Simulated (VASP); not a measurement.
K, 5 atoms in the cell. Symmetry: Cmmm, No. 65, orthorhombic system. The conventional cell has a = 8.920 Å, b = 13.006 Å, c = 8.659 Å, α = 90.00°, β = 90.00°, γ = 90.00°. Around K (site symmetry 2) lie 4 K at 4.28 to 4.46 Å. This isn't the form of K at room conditions, which is bcc.

| Quantity | Value |
| --- | --- |
| Program | VASP 6.6.1 |
| Task | single point |
| Functional | PBE |
| Potentials or basis | VASP PAW PBE potentials, release 54 (K_sv) |
| Cutoff | 520 eV |
| k mesh | 4 × 4 × 3 |
| Occupations | gaussian, width 0.05 eV |
| Spin | no spin polarisation |
| Further INCAR settings | ALGO = Fast; EDIFF = 1.00e-06 |

Potentials or basis: VASP PAW PBE potentials, release 54 (K_sv).

Launch:

```console
$ python run.py
```

Hardware: 1 thread of Intel(R) Xeon(R) 6975P-C (Granite Rapids), with other jobs on the host.

Question: How long does it take, and how much memory?

Answer: Run time: 2.9 min on 1 thread of Intel(R) Xeon(R) 6975P-C (Granite Rapids) (shared host), peak memory 0.57 GiB. Counts: scf iterations 18, k points 14.
